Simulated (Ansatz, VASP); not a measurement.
**Two plane-wave programs on GaP**

INCAR

```
SYSTEM = GaP
ALGO = Normal
EDIFF = 1E-7
EDIFFG = -0.005
ENCUT = 600
GGA = PE
IBRION = 2
ISIF = 3
ISMEAR = -1
LASPH = .TRUE.
LCHARG = .FALSE.
LREAL = .FALSE.
LWAVE = .FALSE.
NELM = 100
NSW = 100
PREC = Accurate
SIGMA = 0.05
```

KPOINTS

```
k-points
0
G
  12 12 12
  0 0 0
```

The input POSCAR:

```
GaP
1.0
    0.0000000000      2.3472160896      2.3472160896
    2.3472160896      0.0000000000      2.3472160896
    2.3472160896      2.3472160896      0.0000000000
Ga P
1 1
Direct
    0.0000000000      0.0000000000      0.0000000000
    0.5000000000      0.5000000000      0.5000000000
```

Input for Ansatz:

```yaml
crystal:
  lattice:
    - [0.0, 2.3472160896, 2.3472160896]
    - [2.3472160896, 0.0, 2.3472160896]
    - [2.3472160896, 2.3472160896, 0.0]
  atoms:
    - { symbol: Ga, position: [0.0, 0.0, 0.0] }
    - { symbol: P, position: [0.5, 0.5, 0.5] }
kpoints:
  mp_grid: { grid: [12, 12, 12] }
scf:
  occupations: { method: fermi_dirac, width: 0.05 }
hamiltonian:
  xc: pbe
  pseudopotentials: { kind: paw }
output:
  forces: true
  stress: true
relax:
  f_tol: 0.005
  max_steps: 80
  cell: {}
```

Alike in both runs: task relaxation of cell and atoms; functional PBE; k mesh 12 × 12 × 12; occupations fermi-dirac, width 0.05 eV; no spin polarisation.

|  | VASP | Ansatz |
| --- | --- | --- |
| version | VASP 6.6.1 | Ansatz 0.2.0 |
| potentials or method | VASP PAW PBE potentials, release 64 (Ga_d, P) | PAW with Ansatz's default frozen-core files, scalar-relativistic |
| plane-wave cutoff (eV) | 600 | 420 |
| valence electrons in the cell | 18 | 18 |

```tsv
	VASP	Ansatz	Ansatz less VASP
relaxed volume (Å³/atom)	17.22	17.18	-0.041
relaxed cell length with the largest relative difference (Å)	3.652	3.649	-0.0029
energy change over the relaxation (meV/atom)	-484	-483	+1.6
```

Caveats: the volume moved by over 15 % at a fixed basis, so the end points are rough (VASP).
